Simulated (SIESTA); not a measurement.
Runs of SIESTA 5.4.2 on CuAu. The structure is tetragonal, space group P4/mmm (No. 123). The conventional cell has a = 2.811 Å, b = 2.811 Å, c = 3.685 Å, α = 90.00°, β = 90.00°, γ = 90.00°. Au (site symmetry 4/mmm) is surrounded by 8 Cu at 2.71 Å and 4 Au at 2.81 Å. Around Cu (site symmetry 4/mmm) lie 8 Au at 2.71 Å and 4 Cu at 2.81 Å. 

| task | level | potentials or basis | cell | k mesh | optimiser | force tolerance | stress tolerance (GPa) | grid cutoff | gap on the mesh (eV) | pressure (GPa) | relaxed volume (Å³/atom) |
| --- | --- | --- | --- | --- | --- | --- | --- | --- | --- | --- | --- |
| single point | PBE | PseudoDojo 0.4 standard (PBE files), DZP (energy shift 0.003 Ry; two zetas on semicore shells) | as given | 9 × 9 × 7 | - | - | - | 800 Ry | none | 5.0 | - |
| relaxation of cell and atoms | PBEsol | PseudoDojo 0.4 standard (PBEsol files), DZP (energy shift 0.003 Ry; two zetas on semicore shells) | relaxed | 7 × 7 × 5 | Broyden | 0.01 eV/Å | 0.05 | 800 Ry | none | 0.0 | 14.23 |
| relaxation of cell and atoms | PBEsol | PseudoDojo 0.4 standard (PBEsol files), DZP (energy shift 0.003 Ry; two zetas on semicore shells) | relaxed | 7 × 7 × 5 | Broyden | 0.01 eV/Å | 0.05 | 1200 Ry | none | 0.0 | 14.23 |
| single point | WC | PseudoDojo 0.4 standard (PBEsol files), DZP (energy shift 0.003 Ry; two zetas on semicore shells) | as given | 9 × 9 × 7 | - | - | - | 800 Ry | none | -2.5 | - |
| single point | revPBE | PseudoDojo 0.4 standard (PBE files), DZP (energy shift 0.003 Ry; two zetas on semicore shells) | as given | 9 × 9 × 7 | - | - | - | 800 Ry | none | (a) | - |

Alike in all rows: no spin polarisation; smearing fermi-dirac 0.05 eV; energy shift 0.003 Ry.

**Question.** Fill in the values left out.

**Answer.** (a) 8.4.

Caveats: short orbitals over semicore shells can move pressures by several GPa; the basis of atomic orbitals isn't converged, which shifts pressures, moduli and gaps; the potentials were made for another functional, which shifts forces and pressure (some runs).

A k mesh can miss the band edges, and the runs leave out spin-orbit coupling on Au.

A gap of «none» marks a metal or a gap under the smearing width.

Not every run made on this cell is shown here.
